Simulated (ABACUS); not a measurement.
Here is an ABACUS 3.10.1 calculation.

INPUT

```
INPUT_PARAMETERS
suffix              InAs
calculation         scf
basis_type          pw
pseudo_dir          ./
latname             fcc
symmetry            1
dft_functional      GGA_X_RPW86+GGA_C_PBE
ecutwfc             84
pseudo_rcut         10
nspin               1
nbands              24
ks_solver           dav
smearing_method     fd
smearing_sigma      0.00367493
scf_thr             1e-08
scf_nmax            100
mixing_type         broyden
mixing_beta         0.7
cal_force           1
cal_stress          1
out_chg             1
out_pot             2
out_elf             1
```

STRU

```
ATOMIC_SPECIES
In 114.8180 In.upf
As 74.9216 As.upf

LATTICE_CONSTANT
11.4063868882

ATOMIC_POSITIONS
Direct

In
0.0
1
0.0000000000 0.0000000000 0.0000000000 1 1 1

As
0.0
1
0.2500000000 0.2500000000 0.2500000000 1 1 1
```

Contents of KPT:

```
K_POINTS
0
Gamma
6 6 6 0 0 0
```

Potentials or basis: Ansatz NC PBE, plane waves.

Run with:

```bash
$ OMP_NUM_THREADS=1 mpirun -np 4 abacus > log
```

(1) Estimate the pressure.

(2) What does it give for the band gap on the k mesh?

Answers

(1) 6.8 GPa.

(2) none (metal or under the smearing width).

Caveat: the potentials were made for another functional, which shifts forces and pressure; this crystal is a semiconductor, whose small gap the functional closes, so the metal is an error of the method.

**What was measured.**

From a printed reference work, data compilation, for a bulk crystal of InAs at 4.2 K: band gap 0.418 eV (direct).

Measured gap of InAs: 0.418 eV (direct; 4.2 K; a printed reference work, data compilation). This calculation gives 0.00 eV (-0.42 eV). Spin-orbit coupling on As, In is left out. The value is that of rPW86PBE on a finite k mesh, which can miss the band edges, without temperature or zero-point motion.
